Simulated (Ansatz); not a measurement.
Fe (hcp)

Method: PBE, scalar-relativistic; collinear spin; PAW, 420 eV, Γ-centred 18×18×10 mesh, 0.05 eV Gaussian smearing; code Ansatz. The datasets are Ansatz's generated set soft_2.

```xyz
2
Lattice="2.5249 0.0000 0.0000 -1.2624 2.1866 0.0000 0.0000 0.0000 4.3740" Properties=species:S:1:pos:R:3 pbc="T T T"
Fe    0.0000    1.4577    3.2805
Fe    1.2624    0.7289    1.0935
```

At room temperature and ambient pressure Fe is bcc.

The geometry is fixed. Moments are started on Fe in several ways. Signs follow the order of those atoms. q is the propagation vector of an order in a doubled cell, in units of this cell's reciprocal vectors; doubled cells take an equivalent mesh or are counted from a ferromagnetic run in the same cell, unless said otherwise. Energies count from the first row, the state in which the cell was relaxed.

The starts:
- ferromagnetic
- no spin polarisation
- antiferromagnetic in the cell, signs +-
- antiparallel, q = (0, 0, 1/2), signs ++--
- antiparallel, q = (0, 1/2, 0), signs ++--
- small parallel moments

Q: Which start ends lowest, and how far above it lies the solution without spin polarisation?

A: Lowest: antiparallel, q = (0, 0, 1/2), signs ++--. Without spin polarisation the energy is 174 meV/atom higher.

```csv
start,largest typed moment (μB),ΔE (meV/atom),gap on the mesh (eV),P (GPa),final spin moments (μB)
ferromagnetic,2.50,0.0,metal,0.0,Fe 2.61
no spin polarisation,0.00,163.0,metal,-31.8,none
"antiferromagnetic in the cell, signs +-",2.50,24.4,metal,-14.0,"Fe 2.04, -2.04"
"antiparallel, q = (0, 0, 1/2), signs ++--",2.50,-10.9,metal,-10.6,"Fe 2.17, -2.17"
"antiparallel, q = (0, 1/2, 0), signs ++--",2.50,51.4,metal,-13.9,"Fe 2.00, -2.00"
small parallel moments,0.50,24.4,metal,-14.0,"Fe -2.04, 2.04"
```

1 further start is left out (unconverged or without a whole record).

These starts didn't keep their signs, so their names tell the start and not the end: small parallel moments.

The program warned that a state may lie lower still than the lowest row, perhaps of another order.

The program noted a lower state or an instability beside: antiferromagnetic in the cell, signs +-; antiparallel, q = (0, 1/2, 0), signs ++--. The lower rows of the table may be what it saw.

The atoms aren't at rest in: antiparallel, q = (0, 0, 1/2), signs ++-- (forces up to 0.30 eV/Å), so relaxing would lower that row.

The cell was relaxed in the state of the first row, and its shape doesn't suit: antiferromagnetic in the cell, signs +- (uneven stress of 6.6 GPa); antiparallel, q = (0, 0, 1/2), signs ++-- (uneven stress of 3.3 GPa); antiparallel, q = (0, 1/2, 0), signs ++-- (uneven stress of 9.8 GPa); small parallel moments (uneven stress of 6.6 GPa).

Without spin polarisation the pressure is 21.2 GPa lower than in the lowest state, so the magnetic solution wants the larger cell.

Only orders that fit these small cells were tried, so the real crystal's order may be another.

Site moments are of spin, integrated over atomic spheres.

A lower state of the open shells can't be excluded.
